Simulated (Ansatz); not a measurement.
## Two-dimensional strain map in Pd

Method: Ansatz 0.2.0, DFT PBE, scalar-relativistic, plane waves, PAW. The runs took a 420 eV cutoff, a Γ-centred 20×20×20 mesh and Gaussian smearing (0.15 eV). No spin polarisation. Energies are free energies at this smearing, counted from the undisturbed cell; pressure is positive in compression.

Reference structure (as given, not relaxed at this level; it stands at 7.7 GPa):

```
Pd
1.0
     0.00000    1.94490    1.94490
     1.94490    0.00000    1.94490
     1.94490    1.94490    0.00000
Pd
1
Direct
  0.00000 0.00000 0.00000
```

The cell is strained by p along both x and y and by q along z, fractional coordinates fixed. Points are written (p, q).

Energy above the undisturbed cell in meV/atom (a dash: not computed):

```
 p \ q  -0.050  -0.025  0.000  0.025  0.050
-0.050   368.5   266.6  189.0  132.0   92.9
-0.025   181.0   111.6   62.3   30.3   13.1
 0.000    66.5    25.1    0.0  -10.9   -9.6
 0.025     9.1    -8.4  -12.7   -5.7   11.1
 0.050    -3.3    -0.7   12.4   34.5   64.4
```

Pressure in GPa:

| p \ q | -0.050 | -0.025 | 0.000 | 0.025 | 0.050 |
| --- | --- | --- | --- | --- | --- |
| -0.050 | 55.5 | 45.0 | 35.9 | 28.2 | 21.6 |
| -0.025 | 35.5 | 27.0 | 19.8 | 13.7 | 8.5 |
| 0.000 | 20.1 | 13.4 | 7.7 | 2.9 | -1.1 |
| 0.025 | 8.4 | 3.1 | -1.3 | -5.1 | -8.1 |
| 0.050 | -0.5 | -4.6 | -8.0 | -10.8 | -13.1 |